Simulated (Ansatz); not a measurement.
# CdSe: convergence with the k mesh

How much do the results for CdSe depend on the k mesh?

Computed with Ansatz 0.2.0 (DFT PBE, with the methods named in each step, unless a step's input says otherwise).

1 further run of the same task is left out (set aside as unsound or not needed).

## (1) The structure to begin with

Symmetry: F-43m, No. 216, cubic system. Conventional cell: a = 6.196 Å, b = 6.196 Å, c = 6.196 Å, α = 90.00°, β = 90.00°, γ = 90.00°. Cd (site symmetry -43m) is surrounded by 4 Se at 2.68 Å. Se (site symmetry -43m) has 4 Cd at 2.68 Å as nearest neighbours.

Structure file:

```cif
data_structure
_symmetry_space_group_name_H-M 'F-43m'
_symmetry_Int_Tables_number 216
_cell_length_a 6.1961
_cell_length_b 6.1961
_cell_length_c 6.1961
_cell_angle_alpha 90.000
_cell_angle_beta 90.000
_cell_angle_gamma 90.000
_cell_volume 237.88
loop_
_atom_site_label
_atom_site_type_symbol
_atom_site_symmetry_multiplicity
_atom_site_Wyckoff_symbol
_atom_site_fract_x
_atom_site_fract_y
_atom_site_fract_z
_atom_site_occupancy
Cd1 Cd 4 a 0.00000 0.00000 0.00000 1
Se1 Se 4 d 0.25000 0.25000 0.75000 1
```

The file gives the conventional cell by its symmetry; the runs use the cell typed in the input.

The structure (zincblende type) was typed from a prototype and relaxed by PAW; whether it is the ground state wasn't tested.

Atoms are numbered in the order of the input: Cd1, Se2.

## (2) With k mesh [3, 3, 3]

input.yaml

```yaml
crystal:
  lattice:
    - [0.0, 3.0980507512, 3.0980507512]
    - [3.0980507512, 0.0, 3.0980507512]
    - [3.0980507512, 3.0980507512, 0.0]
  atoms:
    - { symbol: Cd, position: [0.0, 0.0, 0.0] }
    - { symbol: Se, position: [0.25, 0.25, 0.25] }
kpoints:
  mp_grid: { grid: [3, 3, 3] }
scf:
  occupations: { method: fermi_dirac, width: 0.08 }
hamiltonian:
  xc: pbe
  pseudopotentials: { kind: all_electron, lapw: { basis_error: 0.00025 } }
output:
  forces: true
  stress: true
  eigenvalues: true
```

The log of the run, shortened:

```text
LAPW: plane waves up to 8.921 Å⁻¹, error target 2.5e-4 eV per atom; small_component_spin mean_spin; Se in spheres of 1.294 Å, 24 of its electrons in bands, Dirac shells []; Cd in spheres of 1.389 Å, 30 of its electrons in bands, Dirac shells []
[...]
Pseudopotentials: kind: all_electron
Pseudopotential: Cd, LAPW, valence charge 30, Koelling and Harmon's equation, gaussian nucleus
Pseudopotential: Se, LAPW, valence charge 24, Koelling and Harmon's equation, gaussian nucleus
Functional definition: PBE
[...]
Crystal: 2 atoms, lattice volume = 59.470 Å³
Basis set: ecut = 303.18916649310063 eV, 725 PW (Γ), exchange–correlation at level 2
Bands: 33, of which v1, the nominal top of the filled ones, is band 27 counted from 1 (26 counted from 0)
Symmetry: 24 space group operations
Space group: F-43m (ITA 216), of the structure as read, at distance tolerance 3.9e-5 Å
k-points: 4 of 27 (time reversal used)
[...]
SCF iter   1: F=—  HF=-218362.624868 eV  |F-HF|=—  |Δ(HF+E_count)|=         —  Δρ=3.00e-2  dr2=1.20e0  ethr=2.21e-3  ⟨swp⟩=2.0  Hψ=798  notcnv=0
[...]
the basis was enlarged: its passes take 303.4 KiB over the memory plan, 1 of 1 planned eigensolver slots
[...]
SCF iter   7: F=-218362.180593 eV  HF=-218362.180592 eV  |F-HF|=1.59e-7  |Δ(HF+E_count)|=   4.09e-6  Δρ=9.40e-6  dr2=5.16e-8  ethr=2.64e-9  ⟨swp⟩=3.0  Hψ=403  notcnv=0
[...]
SCF converged after 7 iterations
Free energy (F): -218362.180593 eV
[...]
E sigma→0 (E₀):  -218362.178335 eV
Entropy (-TS):   -0.004515 eV (-2.257 meV/atom)
Fermi energy:    7.709741 eV
[...]
--- Forces (eV/Å), atoms counted from 1 ---
  atom   1  Cd    -0.00000000     0.00000000    -0.00000000
  atom   2  Se     0.00000000    -0.00000000     0.00000000
[...]
--- Stress (GPa, compression-positive) ---
        0.747257       0.000000      -0.000000
        0.000000       0.747257       0.000000
       -0.000000       0.000000       0.747257
  P = ⅓ Tr σ = 0.7473 GPa (7.473 kbar)
--- Band table (eV) ---
[...]
```

Run time: 7 s. Hardware: 1 thread, shared host.

This run gives: pressure 0.75 GPa; gap on the k mesh 0.45 eV (an odd mesh misses the zone boundary).

## (3) With k mesh [3, 3, 3], PAW files

input.yaml, as its differences from that of step 2:

```diff
@@ -14,3 +14,3 @@
   xc: pbe
-  pseudopotentials: { kind: all_electron, lapw: { basis_error: 0.00025 } }
+  pseudopotentials: { kind: paw }
 output:
@@ -19 +19,2 @@
   eigenvalues: true
+  efg: { contact_densities: true }
```

The log of the run, shortened:

```text
Cd: output.efg is read without spin–orbit coupling, which moves field gradients at and beside such atoms by some per cent and up to a factor of two; PAW files take it under magnetization.noncollinear and magnetization.spin_orbit
[...]
Pseudopotentials: kind: paw
Pseudopotential: Cd, paw, valence charge 20, recommended cutoff 420 eV (normal)
Pseudopotential: Se, paw, valence charge 16, recommended cutoff 420 eV (normal)
Functional definition: PBE
[...]
Crystal: 2 atoms, lattice volume = 59.470 Å³
Basis set: ecut = 420 eV, 1211 PW (Γ), exchange–correlation on 60×60×60 points (8 copies of the dense FFT grid, shifted against one another)
Bands: 22, of which v1, the nominal top of the filled ones, is band 18 counted from 1 (17 counted from 0)
Symmetry: 24 space group operations
Space group: F-43m (ITA 216), of the structure as read, at distance tolerance 3.9e-5 Å
[...]
SCF converged after 6 iterations
Free energy (F): -13724.605099 eV
[...]
E sigma→0 (E₀):  -13724.602840 eV
Entropy (-TS):   -0.004518 eV (-2.259 meV/atom)
Fermi energy:    7.054079 eV
[...]
--- Forces (eV/Å), atoms counted from 1 ---
  atom   1  Cd     0.00000000    -0.00000000     0.00000000
  atom   2  Se    -0.00000000     0.00000000     0.00000000
[...]
--- Stress (GPa, compression-positive) ---
        0.734102       0.000000      -0.000000
       -0.000000       0.734102       0.000000
       -0.000000       0.000000       0.734102
  P = ⅓ Tr σ = 0.7341 GPa (7.341 kbar)
--- PAW observables at the nuclei: V_zz in 10²¹ V/m², potentials from the cell's mean, atoms counted from 1 ---
  atom   1  Cd V_zz =    -0.000000   η = 0.0000   by run symmetry: forbidden
            electrostatic potential = -7703.475583 V   contact ρ = 1035903.384948 e/Å³
  atom   2  Se V_zz =    +0.000000   η = 0.0000   by run symmetry: forbidden
            electrostatic potential = -4709.326762 V   contact ρ = 262873.441585 e/Å³
--- Band table (eV) ---
[... band rows left out ...]
[...]
```

Wall time 3.7 s (1 thread, shared host).

Read from it: pressure 0.73 GPa; gap on the k mesh 0.45 eV (an odd mesh misses the zone boundary).

## (4) With k mesh [5, 5, 5]

input.yaml, as its differences from that of step 3:

```diff
@@ -9,3 +9,3 @@
 kpoints:
-  mp_grid: { grid: [3, 3, 3] }
+  mp_grid: { grid: [5, 5, 5] }
 scf:
@@ -14,3 +14,3 @@
   xc: pbe
-  pseudopotentials: { kind: paw }
+  pseudopotentials: { kind: all_electron, lapw: { basis_error: 0.00025 } }
 output:
@@ -19,2 +19 @@
   eigenvalues: true
-  efg: { contact_densities: true }
```

The log of the run, shortened:

```text
LAPW: plane waves up to 8.921 Å⁻¹, error target 2.5e-4 eV per atom; small_component_spin mean_spin; Se in spheres of 1.294 Å, 24 of its electrons in bands, Dirac shells []; Cd in spheres of 1.389 Å, 30 of its electrons in bands, Dirac shells []
[...]
Pseudopotentials: kind: all_electron
Pseudopotential: Cd, LAPW, valence charge 30, Koelling and Harmon's equation, gaussian nucleus
Pseudopotential: Se, LAPW, valence charge 24, Koelling and Harmon's equation, gaussian nucleus
Functional definition: PBE
[...]
Crystal: 2 atoms, lattice volume = 59.470 Å³
Basis set: ecut = 303.18916649310063 eV, 725 PW (Γ), exchange–correlation at level 2
Bands: 33, of which v1, the nominal top of the filled ones, is band 27 counted from 1 (26 counted from 0)
Symmetry: 24 space group operations
Space group: F-43m (ITA 216), of the structure as read, at distance tolerance 3.9e-5 Å
[...]
SCF iter   1: F=—  HF=-218362.750863 eV  |F-HF|=—  |Δ(HF+E_count)|=         —  Δρ=2.84e-2  dr2=1.06e0  ethr=1.96e-3  ⟨swp⟩=2.0  Hψ=2011  notcnv=0
[...]
the basis was enlarged: its passes take 258.4 KiB over the memory plan, 1 of 1 planned eigensolver slots
[...]
SCF iter   7: F=-218362.359316 eV  HF=-218362.359316 eV  |F-HF|=1.24e-7  |Δ(HF+E_count)|=   2.79e-6  Δρ=8.81e-6  dr2=3.69e-8  ethr=2.06e-9  ⟨swp⟩=3.0  Hψ=1002  notcnv=0
[...]
SCF converged after 7 iterations
Free energy (F): -218362.359316 eV
[...]
E sigma→0 (E₀):  -218362.358831 eV
Entropy (-TS):   -0.000969 eV (-0.485 meV/atom)
Fermi energy:    7.663951 eV
[...]
--- Forces (eV/Å), atoms counted from 1 ---
  atom   1  Cd    -0.00000000     0.00000000     0.00000000
  atom   2  Se     0.00000000    -0.00000000    -0.00000000
[...]
--- Stress (GPa, compression-positive) ---
        0.056950      -0.000000       0.000000
       -0.000000       0.056950       0.000000
        0.000000       0.000000       0.056950
  P = ⅓ Tr σ = 0.0569 GPa (0.569 kbar)
--- Band table (eV; the first three rows and the last of 10) ---
[...]
```

Run time: 8.5 s. Hardware: 1 thread, shared host.

In short: pressure 0.06 GPa; gap on the k mesh 0.49 eV (an odd mesh misses the zone boundary).

## (5) With k mesh [5, 5, 5], PAW files

input.yaml, as its differences from that of step 4:

```diff
@@ -14,3 +14,3 @@
   xc: pbe
-  pseudopotentials: { kind: all_electron, lapw: { basis_error: 0.00025 } }
+  pseudopotentials: { kind: paw }
 output:
@@ -19 +19,2 @@
   eigenvalues: true
+  efg: { contact_densities: true }
```

The log of the run, shortened:

```text
Cd: output.efg is read without spin–orbit coupling, which moves field gradients at and beside such atoms by some per cent and up to a factor of two; PAW files take it under magnetization.noncollinear and magnetization.spin_orbit
[...]
Pseudopotentials: kind: paw
Pseudopotential: Cd, paw, valence charge 20, recommended cutoff 420 eV (normal)
Pseudopotential: Se, paw, valence charge 16, recommended cutoff 420 eV (normal)
Functional definition: PBE
[...]
Crystal: 2 atoms, lattice volume = 59.470 Å³
Basis set: ecut = 420 eV, 1211 PW (Γ), exchange–correlation on 60×60×60 points (8 copies of the dense FFT grid, shifted against one another)
Bands: 22, of which v1, the nominal top of the filled ones, is band 18 counted from 1 (17 counted from 0)
Symmetry: 24 space group operations
Space group: F-43m (ITA 216), of the structure as read, at distance tolerance 3.9e-5 Å
[...]
Free energy (F): -13724.783908 eV
[...]
E sigma→0 (E₀):  -13724.783423 eV
Entropy (-TS):   -0.000969 eV (-0.485 meV/atom)
Fermi energy:    7.008257 eV
[...]
--- Forces (eV/Å), atoms counted from 1 ---
  atom   1  Cd     0.00000000    -0.00000000     0.00000000
  atom   2  Se    -0.00000000     0.00000000     0.00000000
[...]
--- Stress (GPa, compression-positive) ---
        0.043449       0.000000       0.000000
        0.000000       0.043449       0.000000
        0.000000       0.000000       0.043449
  P = ⅓ Tr σ = 0.0434 GPa (0.434 kbar)
--- PAW observables at the nuclei: V_zz in 10²¹ V/m², potentials from the cell's mean, atoms counted from 1 ---
  atom   1  Cd V_zz =    -0.000000   η = 0.0000   by run symmetry: forbidden
            electrostatic potential = -7703.484677 V   contact ρ = 1035908.326732 e/Å³
  atom   2  Se V_zz =    -0.000000   η = 0.0000   by run symmetry: forbidden
            electrostatic potential = -4709.162399 V   contact ρ = 262877.470442 e/Å³
--- Band table (eV; the first three rows and the last of 10) ---
[... band rows left out ...]
[...]
```

It took 4.7 s on 1 thread, shared host.

Read from it: pressure 0.04 GPa; gap on the k mesh 0.49 eV (an odd mesh misses the zone boundary).

(Part 1 of 2 ends here.)
